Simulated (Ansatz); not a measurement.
**Molecular dynamics of Ti4Pb5O12**

Input file:

```yaml
accuracy: low
crystal:
  lattice:
    - [-3.9646, 3.9646, 3.9646]
    - [3.9646, -3.9646, 3.9646]
    - [3.9646, 3.9646, -3.9646]
  atoms:
    - { symbol: Ti, position: [0.49998195, 0.48876976, 0.50173266] }
    - { symbol: Pb, position: [0.00495742, 0.0057227, 0.01210537] }
    - { symbol: O, position: [0.45294196, 0.22366729, 0.21487483] }
    - { symbol: O, position: [0.21990891, 0.47920244, 0.27025964] }
    - { symbol: O, position: [0.27867669, 0.21284038, 0.51604537] }
    - { symbol: Ti, position: [0.00794546, -0.01986791, 0.50777177] }
    - { symbol: Pb, position: [0.5399969, 0.57340819, 0.04130118] }
    - { symbol: O, position: [-0.00734808, 0.74891137, 0.21123583] }
    - { symbol: O, position: [0.76946682, 0.01937955, 0.26949466] }
    - { symbol: O, position: [0.71181075, 0.74912243, 0.49328488] }
    - { symbol: Ti, position: [0.00141572, 0.4888595, -0.00047361] }
    - { symbol: Pb, position: [0.51234563, 0.00638253, 0.5051186] }
    - { symbol: O, position: [0.01643823, 0.21318684, 0.77857546] }
    - { symbol: O, position: [0.77041173, 0.47887118, 0.71934444] }
    - { symbol: O, position: [0.71497362, 0.22353567, -0.04735839] }
    - { symbol: Ti, position: [0.48578324, -0.0135547, -0.01450102] }
    - { symbol: Pb, position: [-0.16363444, 0.48098546, 0.33598118] }
    - { symbol: O, position: [0.53974177, 0.7502533, 0.78339263] }
    - { symbol: O, position: [0.22016001, -0.07372332, 0.71983858] }
    - { symbol: O, position: [0.28301652, 0.7503601, 0.03910194] }
    - { symbol: Pb, position: [0.14546747, 0.46205194, 0.64481549] }
basis:
  ecutwfc: 420.0
kpoints:
  mp_grid: { grid: [2, 2, 2] }
hamiltonian:
  xc: pbesol
scf:
  occupations: { method: fermi_dirac, width: 0.02 }
  lower_state_search: "off"
md:
  timestep: 1
  n_steps: 40
  ensemble: nve
  temperature: 1800.0
  initial_velocities: maxwell_boltzmann
  seed: 856987
```

Command:

```bash
$ ansatz run input.yaml --threads 2 --pin off --max-ram 5120MiB --backend cpu --events-out ev --progress --plain --runs-dir out
```

It starts from a relaxed structure.

Output, in part (one step line in 2):

```
md step     0: t =     0.00 fs  T =  1800.0 K  F+E_penalty+E_count = -75408.59439058 eV  E_kin = 4.653360 eV  conserved = -75403.94103062 eV  (8 SCF iters)
md step     2: t =     2.00 fs  T =  1775.8 K  F+E_penalty+E_count = -75408.53180373 eV  E_kin = 4.590781 eV  conserved = -75403.94102236 eV  (7 SCF iters)
md step     4: t =     4.00 fs  T =  1705.1 K  F+E_penalty+E_count = -75408.34868140 eV  E_kin = 4.407918 eV  conserved = -75403.94076342 eV  (7 SCF iters)
md step     6: t =     6.00 fs  T =  1594.9 K  F+E_penalty+E_count = -75408.06335253 eV  E_kin = 4.123087 eV  conserved = -75403.94026595 eV  (4 SCF iters)
md step     8: t =     8.00 fs  T =  1458.2 K  F+E_penalty+E_count = -75407.70920547 eV  E_kin = 3.769635 eV  conserved = -75403.93957040 eV  (4 SCF iters)
md step    10: t =    10.00 fs  T =  1312.4 K  F+E_penalty+E_count = -75407.33169868 eV  E_kin = 3.392923 eV  conserved = -75403.93877570 eV  (6 SCF iters)
md step    12: t =    12.00 fs  T =  1177.4 K  F+E_penalty+E_count = -75406.98182663 eV  E_kin = 3.043774 eV  conserved = -75403.93805266 eV  (3 SCF iters)
md step    14: t =    14.00 fs  T =  1070.6 K  F+E_penalty+E_count = -75406.70520924 eV  E_kin = 2.767600 eV  conserved = -75403.93760897 eV  (3 SCF iters)
md step    16: t =    16.00 fs  T =  1002.7 K  F+E_penalty+E_count = -75406.52974876 eV  E_kin = 2.592180 eV  conserved = -75403.93756827 eV  (4 SCF iters)
md step    18: t =    18.00 fs  T =   974.9 K  F+E_penalty+E_count = -75406.45822212 eV  E_kin = 2.520324 eV  conserved = -75403.93789786 eV  (4 SCF iters)
md step    20: t =    20.00 fs  T =   979.3 K  F+E_penalty+E_count = -75406.47024522 eV  E_kin = 2.531806 eV  conserved = -75403.93843884 eV  (8 SCF iters)
md step    22: t =    22.00 fs  T =  1002.9 K  F+E_penalty+E_count = -75406.53168329 eV  E_kin = 2.592669 eV  conserved = -75403.93901380 eV  (4 SCF iters)
md step    24: t =    24.00 fs  T =  1031.3 K  F+E_penalty+E_count = -75406.60568668 eV  E_kin = 2.666181 eV  conserved = -75403.93950532 eV  (4 SCF iters)
md step    26: t =    26.00 fs  T =  1052.5 K  F+E_penalty+E_count = -75406.66074511 eV  E_kin = 2.720908 eV  conserved = -75403.93983723 eV  (4 SCF iters)
md step    28: t =    28.00 fs  T =  1058.4 K  F+E_penalty+E_count = -75406.67619713 eV  E_kin = 2.736278 eV  conserved = -75403.93991874 eV  (4 SCF iters)
md step    30: t =    30.00 fs  T =  1047.1 K  F+E_penalty+E_count = -75406.64674050 eV  E_kin = 2.706970 eV  conserved = -75403.93977041 eV  (8 SCF iters)
md step    32: t =    32.00 fs  T =  1022.1 K  F+E_penalty+E_count = -75406.58178326 eV  E_kin = 2.642333 eV  conserved = -75403.93944987 eV  (4 SCF iters)
md step    34: t =    34.00 fs  T =   991.1 K  F+E_penalty+E_count = -75406.50130156 eV  E_kin = 2.562220 eV  conserved = -75403.93908201 eV  (4 SCF iters)
md step    36: t =    36.00 fs  T =   962.8 K  F+E_penalty+E_count = -75406.42781661 eV  E_kin = 2.488976 eV  conserved = -75403.93884110 eV  (4 SCF iters)
md step    38: t =    38.00 fs  T =   943.0 K  F+E_penalty+E_count = -75406.37657873 eV  E_kin = 2.437793 eV  conserved = -75403.93878614 eV  (3 SCF iters)
md step    40: t =    40.00 fs  T =   933.2 K  F+E_penalty+E_count = -75406.35147871 eV  E_kin = 2.412607 eV  conserved = -75403.93887132 eV  (7 SCF iters)
```

The run went to its last step. The conserved energy stayed within 0.17 meV per atom of its start (net change 0.1 meV per atom), so the integration is sound. A run of 0.04 ps of so small a system gives no equilibrium averages. Limits of this set-up: coarse k mesh, low accuracy level.

Mean squared displacements from the first frame to the last, about the centre of mass: Ti 0.06 Å², Pb 0.04 Å², O 0.09 Å².

Last frame:

```xyz
21
Lattice="-3.9646 3.9646 3.9646 3.9646 -3.9646 3.9646 3.9646 3.9646 -3.9646" Properties=species:S:1:pos:R:3
Ti 1.959 1.889 1.924
Pb -0.027 -0.066 0.051
O 0.243 1.798 1.518
O 1.951 0.076 1.639
O 2.023 2.367 -0.123
Ti 1.918 2.356 -2.012
Pb 0.228 0.127 4.358
O 3.929 -1.768 2.048
O -2.005 3.984 1.959
O 2.087 1.941 3.803
Ti 1.954 -2.146 1.919
Pb -0.018 4.069 0.124
O 3.924 2.082 -2.418
O 1.859 3.934 2.011
O -2.117 1.541 3.787
Ti -1.896 2.166 1.778
Pb 3.700 -1.320 -0.239
O 4.010 2.148 2.053
O 2.169 4.132 -2.511
O 2.062 -1.731 3.813
Pb 4.022 1.322 -0.080
```

Run time: 8.2 min on 2 threads of AMD EPYC 7571, with other jobs on the host, peak memory 0.92 GiB.
